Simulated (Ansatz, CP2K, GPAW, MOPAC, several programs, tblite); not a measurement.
# Li2Se: cheap methods against density-functional theory

How much accuracy does each second buy? Li2Se is computed with 11 methods, from the cheapest up to r2SCAN.

Method: no spin polarisation, static lattice; gaps from single points on the cell relaxed beforehand with r²SCAN, in MOPAC, tblite, CP2K, GPAW, Ansatz (versions at each run).

**1. Starting point**

Symmetry: Fm-3m, No. 225, cubic system. The conventional cell has a = 5.987 Å, b = 5.987 Å, c = 5.987 Å, α = 90.00°, β = 90.00°, γ = 90.00°. Se (site symmetry m-3m) has 8 Li at 2.59 Å as nearest neighbours. Around Li (site symmetry -43m) lie 4 Se at 2.59 Å.

Structure file:

```
CELL_PARAMETERS angstrom
0.00000 2.99352 2.99352
2.99352 0.00000 2.99352
2.99352 2.99352 0.00000
ATOMIC_POSITIONS crystal
Se 0.00000 0.00000 0.00000
Li 0.25000 0.25000 0.25000
Li 0.75000 0.75000 0.75000
```

The structure type (antifluorite) is imposed and need not be the compound's stable one.

**Question.** The methods are PM6, PM7, GFN1-xTB (tblite), GFN2-xTB (tblite), PBE/DZVP, PBE/single-zeta, PBE/SZV, coarse PBE, GLLB-SC, PBE, r2SCAN. What gap does r2SCAN give on this cell, and which other methods (full PBE left aside) come nearest to r2SCAN and farthest in gap, volume and bulk modulus?

| quantity | value |
| --- | --- |
| r2SCAN | gap 3.48 eV, 17.88 Å³/atom, B₀ 35 GPa |
| gap: nearest and farthest of the other methods | PBE/DZVP (-0.06 eV), GFN1-xTB (tblite) (-3.45 eV) |
| volume: nearest and farthest of the other methods | GFN1-xTB (tblite) (+2.0 %), PBE/SZV (+11.1 %) |
| bulk modulus: nearest and farthest of the other methods | GFN1-xTB (tblite), PBE/DZVP (about 3 % off); GFN2-xTB (tblite) (-52 %) |

Among the 9 methods compared for the gap (full PBE left aside), PBE/DZVP is nearest to r2SCAN and GFN1-xTB (tblite) farthest. For the volume, of the 5 methods compared (full PBE left aside), GFN1-xTB (tblite) comes nearest to r2SCAN and PBE/SZV is farthest. For the bulk modulus (full PBE left aside), GFN1-xTB (tblite), PBE/DZVP tie for nearest to r2SCAN; GFN2-xTB (tblite) is farthest. A minimal basis or a coarse cutoff and mesh shifts results by its own error, so closeness to r2SCAN can be chance. Cluster runs see only the k-points that fold onto the zone centre, so their gaps can miss the band edges. GLLB-SC is compared with its derivative discontinuity added. No volume is given for PM6, PM7, PBE/single-zeta, which can hide a larger miss. CPU times run from 0.66 s (coarse PBE) to 29 s (PBE/DZVP). On this cell GFN2-xTB (tblite), PBE/DZVP, PBE/SZV, GLLB-SC cost more than r2SCAN itself (4.2 s), so they are no saving here. r2SCAN is a yardstick, not the truth: it usually gives gaps below the measured ones.
